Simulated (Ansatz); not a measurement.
The same group exchange along the group Sc, Y.

Calculated with Ansatz (gas phase, PBE0-D4/def2-TZVP geometries, no zero-point term in ΔE). CCSD(T)/CBS is the MP2 limit (def2-TZVPP, def2-QZVPP) plus CCSD(T) − MP2 in def2-TZVPP, frozen cores. Functionals use def2-TZVPP. def2 core potentials past Kr. For Sc, Y outer-core shells are correlated without core-valence functions, which leaves a few kJ/mol of doubt a bond. Scalar relativity is left out up to krypton. Each species was taken in one conformer, which may not be the lowest.

| reaction | HF/CBS(def2) (kcal/mol) | RPA@PBE/def2-TZVPP (kcal/mol) | B2PLYP (kcal/mol) | ωB97X-V (kcal/mol) |
| --- | --- | --- | --- | --- |
| `[NH2][Sc]([NH2])[F]` + acetic acid → `[NH2][Sc]([NH2])[OH]` + `CC(=O)F` | 19.8 | 18.5 | 19.6 | 20.2 |
| `[NH2][Y]([NH2])[F]` + acetic acid → `[NH2][Y]([NH2])[OH]` + `CC(=O)F` | 20.4 | 17.9 | 19.6 | 20.2 |

Give the CCSD(T)/CBS values in the same order. (Estimate.)

Computed: 18.4, 19.6 kcal/mol.

Largest T1 diagnostic: 0.015, for `[NH2][Sc]([NH2])[F]`.
